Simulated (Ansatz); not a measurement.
## BeS in Ansatz: convergence with ecutfock ratio

Input of the first run (ecutfock ratio 1); the others differ in this setting and in those tied to it:

File input.yaml:

```yaml
crystal:
  lattice:
    - [0.0, 2.425, 2.425]
    - [2.425, 0.0, 2.425]
    - [2.425, 2.425, 0.0]
  atoms:
    - { symbol: S, position: [0.75, 0.75, 0.75] }
    - { symbol: Be, position: [0.0, 0.0, 0.0] }
hamiltonian:
  xc: hse06
  pseudopotentials: { kind: paw }
kpoints:
  mp_grid: { grid: [5, 5, 5] }
scf:
  occupations: { method: gaussian, width: 0.05 }
  exx: { ecutfock_ratio: 1 }
output:
  forces: true
  stress: true
  eigenvalues: true
```

Potentials or basis: Ansatz PAW.

Run with:

```bash
$ ansatz run input.yaml --threads 2 --pin off --max-ram 5632MiB --backend cpu --events-out ev --progress --plain --runs-dir out
```

Hardware: 2 threads of Intel(R) Xeon(R) Processor @ 2.50GHz (Skylake/Cascade Lake) (shared host).

```
ecutfock ratio  energy less the tightest run, at zero smearing (meV/atom)  SCF cycles  CPU time (s)  peak memory (GiB)
             1                                                      -0.02           9            16               0.49
             2                                                       0.00           9            19               0.52
             3                                                       0.00           9            23               0.56
             4                                                       0.00           9            23               0.55
```

Against the tightest run, the energy stays within 1 meV/atom from 1 on. The tightest run that finished is the yardstick and may itself not be fully converged.

Caveat, for the tightest run too: the k mesh is coarse (spacing up to 0.45 Å⁻¹), so the values aren't converged, least of all with exact exchange; odd divisions of the mesh miss points on the zone boundary, where band edges often lie, so the gap on the mesh can be too wide.
